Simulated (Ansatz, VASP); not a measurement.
## ZrS: VASP beside Ansatz

```
CELL_PARAMETERS angstrom
0.00000 2.57998 2.57998
2.57998 0.00000 2.57998
2.57998 2.57998 0.00000
ATOMIC_POSITIONS crystal
Zr 0.00000 0.00000 0.00000
S 0.50000 0.50000 0.50000
```

Alike in both runs: functional PBEsol; k mesh 4 × 4 × 4; occupations gaussian, width 0.1 eV; no spin polarisation.

Ansatz relaxed the structure, and its values are those at the end. VASP's run is a single point on that final structure, the one shown.

|  | VASP | Ansatz |
| --- | --- | --- |
| version | VASP 6.6.1 | Ansatz 0.2.0 |
| potentials or method | VASP PAW PBE potentials, release 64 (Zr_sv, S) | scalar-relativistic, plane waves, PAW |
| plane-wave cutoff (eV) | 520 | 420 |
| valence electrons in the cell | 18 | 18 |

```tsv
	VASP	Ansatz	Ansatz less VASP
gap on the k mesh at the Fermi level (eV)	none	none	-
pressure (GPa)	0.2	0.0	-0.25
```

A gap of «none» marks a metal or a gap that the smearing closes.

Caveats: the k mesh is coarse (spacing up to 0.53 Å⁻¹), so the values aren't converged; the PAW data sets were made with another functional, which shifts forces and pressure a little (VASP).
